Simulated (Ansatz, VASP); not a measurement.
# Cross-check of KTaO3 between VASP and Ansatz, part 2 of 2

Aim: how closely do two programs agree when they are given the same cell, functional and k mesh? The cell is taken from a series of runs on this material, whose earlier steps may have relaxed, scaled, displaced or heated it; both programs get it as it stands.

VASP 6.6.1 and Ansatz 0.2.0.

So far. Step 2 (VASP: single point, PBEsol, spin-orbit coupling): The run ends at a pressure of 0.51 GPa.

### Step 3. Ansatz: single point, PBEsol, spin-orbit coupling

Level of this step: Ansatz beside VASP: Kohn-Sham DFT, plane waves, PBEsol, spin-orbit coupling (Ansatz).

Ansatz runs on its fully relativistic PAW (standard-fr) files.

The same cell, functional and mesh now go to Ansatz, which takes its cutoff from its data sets.

input.yaml

```yaml
crystal:
  lattice:
    - [3.9883, 0.0, 0.0]
    - [0.0, 3.9883, 0.0]
    - [0.0, 0.0, 3.9883]
  atoms:
    - { symbol: K, position: [0.5, 0.5, 0.5] }
    - { symbol: Ta, position: [0.0, 0.0, 0.0] }
    - { symbol: O, position: [0.5, 0.0, 0.0] }
    - { symbol: O, position: [0.0, 0.5, 0.0] }
    - { symbol: O, position: [0.0, 0.0, 0.5] }
kpoints:
  mp_grid: { grid: [6, 6, 6] }
  band_path:
    path:
      - [[0.0, 0.0, 0.0], [0.0, 0.5, 0.0], [0.5, 0.5, 0.0], [0.0, 0.0, 0.0], [0.5, 0.5, 0.5], [0.0, 0.5, 0.0]]
      - [[0.5, 0.5, 0.0], [0.5, 0.5, 0.5]]
    npoints: 10
scf:
  occupations: { method: fixed }
  n_extra_bands: 18
hamiltonian:
  xc: pbesol
  pseudopotentials: { kind: paw_fr }
magnetization:
  noncollinear: true
  spin_orbit: true
output:
  optics:
    e_range: [0, 14]
    de: 0.025
    sigma: 0.1
    nscf_kmesh: { grid: [8, 8, 8] }
    kdotp_interpolation: "on"
    bands: { spectra_wanted_up_to: 14 }
  write_bands: true
```

The run is started by

```console
> ansatz run input.yaml --threads 4 --pin off --max-ram 8192MiB --backend cpu --events-out ev --progress --plain --runs-dir out
```

Numbers of over 12 decimals in the logs are rounded to 6 here.

Output:

```text
scf.n_extra_bands = 18 over 40 filled bands (N_el = 40.0): the run solves 58 bands
Engine: ansatz 0.2.0, x86_64-unknown-linux-gnu
Pseudopotentials: kind: paw_fr
Pseudopotential: K, paw_fr, valence charge 9, recommended cutoff 420 eV (normal), K.paw.azcp#standard-fr
Pseudopotential: Ta, paw_fr, valence charge 13, recommended cutoff 420 eV (normal), Ta.paw.azcp#standard-fr
Pseudopotential: O, paw_fr, valence charge 6, recommended cutoff 420 eV (normal), O.paw.azcp#standard-fr
Functional definition: PBEsol
  exchange = pbesol_x
  correlation = pbesol_c
non-collinear run that drives no moment, with spin-orbit: no starting moment large enough to seed its density (crystal.atoms[].spin), no starting occupations that ask for one, no magnetisation constraint and no magnetic field, so the semilocal B_xc is pinned to zero
Crystal: 5 atoms, lattice volume = 63.440 Å³
Basis set: ecut = 420 eV, 1237 PW (Γ)
Bands: 58, of which v1, the nominal top of the filled ones, is band 40 counted from 1 (39 counted from 0)
Symmetry: 48 space group operations + 48 with time reversal
Magnetic group: BNS 221.93 (UNI 1595), of the structure as read, at distance tolerance 4.0e-5 Å
k-points: 20 of 216
Projection manifold: j_resolved (fully-relativistic pseudo-atomic orbitals)
Non-local potential: K, projectors of the file, l = 0: 3, l = 1: 4, l = 2: 4
Non-local potential: Ta, projectors of the file, l = 0: 3, l = 1: 4, l = 2: 4, l = 3: 2
Non-local potential: O, projectors of the file, l = 0: 2, l = 1: 4, l = 2: 2
PAW form: soft (Blöchl's): semilocal exchange-correlation on the pseudo side does not see the compensation charge
PAW frozen core: K, regenerated for the run's functional, and the local potential with it (the file was generated under x = pbe(κ = 0.804, μ = 0.219515), c = pbe(β = 0.066725))
PAW frozen core: Ta, regenerated for the run's functional, and the local potential with it (the file was generated under x = pbe(κ = 0.804, μ = 0.219515), c = pbe(β = 0.066725))
PAW frozen core: O, regenerated for the run's functional, and the local potential with it (the file was generated under x = pbe(κ = 0.804, μ = 0.219515), c = pbe(β = 0.066725))
PAW one-centre angular grid: K, 110 points (default); XC on 64 Gauss nodes
PAW one-centre angular grid: Ta, 590 points (default); XC on 64 Gauss nodes
PAW one-centre angular grid: O, 110 points (default); XC on 64 Gauss nodes
Initial density: superposition of atomic densities (chi_scale 0.1, normalization cell, long waves kept (reshape's long-wave potential 0.00 eV rms))
Initial wavefunctions: pseudopotential atomic-orbital guess
Functional: x = pbesol(κ = 0.804, μ = 0.123457), c = pbesol(β = 0.046)
SCF iter   1: F=—  HF=-13033.705471 eV  |F-HF|=—  |Δ(HF+E_count)|=         —  Δρ=5.60e-2  dr2=1.72e0  dr2_m=0.00e0 (ungated)  ethr=3.10e-3  |M|=0.00e0 ∫|m|=0.00e0 μB  |m|>n=0.0e0 m-floor=0.0e0 τ_xc=0.0e0  β_m=0.30  ⟨swp⟩=4.4  Hψ=2356  notcnv=0  defer=250
preconditioner: auto → Resta (q_TF=auto, 2.526 Å⁻¹)  ε∞=3.8  [insulator: Δε(μ)=2.338 eV  Ē_g=15.162 eV  n_scr=18 (ndim 8)  ℏωp=25.5 eV  f_vac=0.000  ε∞_Penn≈3.8]
spin=Noncollinear: Resta preconditioning applied to the charge; magnetization (m_x, m_y, m_z) channels mix plain (no charge-response kernel on spin).
SCF iter   2: F=—  HF=-13033.422070 eV  |F-HF|=—  |Δ(HF+E_count)|=   2.83e-1  Δρ=3.94e-2  dr2=8.33e-1  dr2_m=0.00e0 (ungated)  ethr=3.10e-3  |M|=0.00e0 ∫|m|=0.00e0 μB  |m|>n=0.0e0 m-floor=0.0e0 τ_xc=0.0e0  β_m=0.63  ⟨swp⟩=1.2  Hψ=685  notcnv=0  defer=258
SCF iter   3: F=—  HF=-13033.192514 eV  |F-HF|=—  |Δ(HF+E_count)|=   2.30e-1  Δρ=6.61e-3  dr2=2.52e-2  dr2_m=0.00e0 (ungated)  ethr=2.08e-3  |M|=0.00e0 ∫|m|=0.00e0 μB  |m|>n=0.0e0 m-floor=0.0e0 τ_xc=0.0e0  β_m=0.73  ⟨swp⟩=2.4  Hψ=851  notcnv=0  defer=272
SCF iter   4: F=—  HF=-13033.192925 eV  |F-HF|=—  |Δ(HF+E_count)|=   4.10e-4  Δρ=3.80e-3  dr2=7.79e-3  dr2_m=0.00e0 (ungated)  ethr=6.30e-5  |M|=0.00e0 ∫|m|=0.00e0 μB  |m|>n=0.0e0 m-floor=0.0e0 τ_xc=0.0e0  β_m=0.67  ⟨swp⟩=2.5  Hψ=816  notcnv=0  defer=280
SCF iter   5: F=—  HF=-13033.191876 eV  |F-HF|=—  |Δ(HF+E_count)|=   1.05e-3  Δρ=1.10e-3  dr2=4.23e-4  dr2_m=0.00e0 (ungated)  ethr=1.95e-5  |M|=0.00e0 ∫|m|=0.00e0 μB  |m|>n=0.0e0 m-floor=0.0e0 τ_xc=0.0e0  β_m=0.78  ⟨swp⟩=2.2  Hψ=800  notcnv=0  defer=280
SCF iter   6: F=—  HF=-13033.191995 eV  |F-HF|=—  |Δ(HF+E_count)|=   1.19e-4  Δρ=1.59e-4  dr2=1.14e-5  dr2_m=0.00e0 (ungated)  ethr=1.06e-6  |M|=0.00e0 ∫|m|=0.00e0 μB  |m|>n=0.0e0 m-floor=0.0e0 τ_xc=0.0e0  β_m=0.89  ⟨swp⟩=2.0  Hψ=813  notcnv=0  defer=278
SCF iter   7: F=—  HF=-13033.192007 eV  |F-HF|=—  |Δ(HF+E_count)|=   1.19e-5  Δρ=2.65e-5  dr2=3.77e-7  dr2_m=0.00e0 (ungated)  ethr=2.86e-8  |M|=0.00e0 ∫|m|=0.00e0 μB  |m|>n=0.0e0 m-floor=0.0e0 τ_xc=0.0e0  β_m=0.95  ⟨swp⟩=2.0  Hψ=743  notcnv=0  defer=244
SCF iter   8: F=—  HF=-13033.192008 eV  |F-HF|=—  |Δ(HF+E_count)|=   1.11e-6  Δρ=4.81e-6  dr2=1.55e-8  dr2_m=0.00e0 (ungated)  ethr=9.41e-10  |M|=0.00e0 ∫|m|=0.00e0 μB  |m|>n=0.0e0 m-floor=0.0e0 τ_xc=0.0e0  β_m=0.97  ⟨swp⟩=2.0  Hψ=806  notcnv=0  defer=240
SCF iter   9: F=—  HF=-13033.192008 eV  |F-HF|=—  |Δ(HF+E_count)|=   2.52e-8  Δρ=7.89e-7  dr2=3.65e-10  dr2_m=0.00e0 (ungated)  ethr=3.88e-11  |M|=0.00e0 ∫|m|=0.00e0 μB  |m|>n=0.0e0 m-floor=0.0e0 τ_xc=0.0e0  β_m=0.99  ⟨swp⟩=2.1  Hψ=763  notcnv=0  defer=240
SCF iter  10: F=-13033.192008 eV  HF=-13033.192008 eV  |F-HF|=5.46e-12  |Δ(HF+E_count)|=  5.77e-10  Δρ=1.19e-7  dr2=7.62e-12  dr2_m=0.00e0 (ungated)  ethr=1.00e-12  |M|=0.00e0 ∫|m|=0.00e0 μB  |m|>n=0.0e0 m-floor=0.0e0 τ_xc=0.0e0  ⟨swp⟩=10.9  Hψ=3243  notcnv=0
SCF 1 converged in 10 iterations: F = -13033.192008 eV  dr2 = 7.62e-12
  greatest PAW one-centre occupation: 1.000 electrons in one spin orbital (limit 2), on the Ta atom at site 1 (counted from 0), in its partial waves of l = 0
NSCF: frozen V_eff on 62 k-points
NSCF: frozen V_eff on 35 k-points
output.optics: what the bands over the 84 summed would add to eps1, eps2 and the energy-loss function is held between a lower and an upper bound (8 Lanczos steps). eps1, eps2 and their loss function (loss_summed_bands) are given on every row as the summed bands alone make them. Along an axis, on a row where the two bounds hold the loss function to about 1 % of the greater of itself and 0.5 % of |1/eps|, its cell (loss_completed) is given, with the completed eps1 and eps2 that it is formed of (a cell that is left empty reads nan in the table and null in the record). The two bounds hold it so along every axis on all 561 rows up to 14.000 eV. [rest of the remark cut]
SCF converged after 10 iterations
Magnetization: |M| = 0.0000 μB,  M = (+0.0000, +0.0000, +0.0000) μB
Absolute magnetization: 0.0000 μB (∫|m|)
  site 0: m = (+0.0000, +0.0000, +0.0000) μB, |m| = 0.0000 μB  (R = 1.16 Å)
  site 1: m = (+0.0000, +0.0000, +0.0000) μB, |m| = 0.0000 μB  (R = 0.82 Å)
  site 2: m = (+0.0000, +0.0000, +0.0000) μB, |m| = 0.0000 μB  (R = 0.82 Å)
  site 3: m = (+0.0000, +0.0000, +0.0000) μB, |m| = 0.0000 μB  (R = 0.82 Å)
  site 4: m = (+0.0000, +0.0000, +0.0000) μB, |m| = 0.0000 μB  (R = 0.82 Å)
Free energy (F): -13033.192008 eV
Harris-Foulkes:  -13033.192008 eV  (|F-HF|=5.46e-12)
Internal energy: -13033.192008 eV  (E = F + TS)
E sigma→0 (E₀):  -13033.192008 eV
Fermi energy:    8.650470 eV
--- Per-component energies (eV) ---
  E_band       = -258.700844
  E_kinetic    = 1142.853942
  E_local      = -2220.812748  (includes V_loc(G=0)·N_el)
  E_nonlocal   = 171.556504
  E_hartree    = 773.572061
  E_xc         = -568.989860
  E_vxc        = -648.162590  (∫ρ·V_xc dr)
  E_paw        = -9510.474361  (= ΣΔE_a)
  E_vpaw       = -251.287412  (= ΣTr[D̂ρ^β])
  E_aug_tail   = 0.007396  (compensation charges beyond the density's cutoff)
  E_ewald      = -2821.337382
  E_core_change = 0.432439  (= ΣΔE_core)
  E_smearing   = -0.000000  (= −TS)
  E_closure    = 0.000000  (closes the sum)
  Σ components = -13033.192008   (vs F -13033.192008, Δ=0.00e0)
--- Band table (eV; the first three rows and the last of 20) ---
  k-point 0: bands = [... 36 lower, 8.0972, 8.0972, 8.0972, 8.0972, 10.6413, 10.6413, 10.6413, 10.6413, ... 14 higher]
  k-point 1: bands = [... 36 lower, 7.8572, 7.8572, 7.9921, 7.9921, 10.7799, 10.7799, 11.4609, 11.4609, ... 14 higher]
  k-point 2: bands = [... 36 lower, 7.7632, 7.7632, 7.9167, 7.9167, 10.8824, 10.8824, 12.8450, 12.8450, ... 14 higher]
  k-point 19: bands = [... 36 lower, 8.6505, 8.6505, 8.6505, 8.6505, 14.9821, 14.9821, 14.9821, 14.9821, ... 14 higher]
```

Reading the cycles: dr2 is the Hartree energy of the density residual (eV), the measure of convergence; HF is the Harris–Foulkes estimate of the energy, which meets the free energy F at convergence.

### Step 4. Side by side

Known differences besides the potentials themselves: spin-orbit coupling enters by fully relativistic files in Ansatz and inside the spheres in VASP; fixed occupations in Ansatz, narrow Gaussian smearing in VASP; the data sets hold 40 valence electrons in Ansatz (fully relativistic PAW (standard-fr) files) and 38 in VASP; the cutoff is 420 eV in Ansatz and 520 eV in VASP; Ansatz makes its cores anew for this functional, VASP keeps those of its PBE data sets. Total energies have different zeros and are not compared.

The two programs side by side:

| quantity | Ansatz | VASP | difference |
| --- | --- | --- | --- |
| gap on the k mesh (eV) | 1.991 | 1.918 | +0.073 |

A gap on the mesh is an upper bound, since the band edges may lie between its points.

### Step 5. Summary of results

```yaml
difference_in_gap_on_the_k_mesh_single_point_pbesol_spin_orbit_coupling: 0.073 eV
```

What this shows: The difference in gap on the k mesh is 0.073 eV (single point, PBEsol, spin-orbit coupling), within the 0.08 eV picked in this series as the mark of a large difference. Such differences can come from data sets, numerical settings and the points named under the comparisons, not from the functional's error against experiment.

[Lines on the potential files, build, host, timing and source positions are cut from VASP's logs without a mark.]

[Logs are printed without paths, hosts, clocks, repeated set-up lines and the standing remarks that a program may print on its own settings, such as how far it seeks lower states.]

[Hosts, paths, dates, database ids (printed as entryN), source tags and the programs' standing remarks are cut or masked in the printed files.]
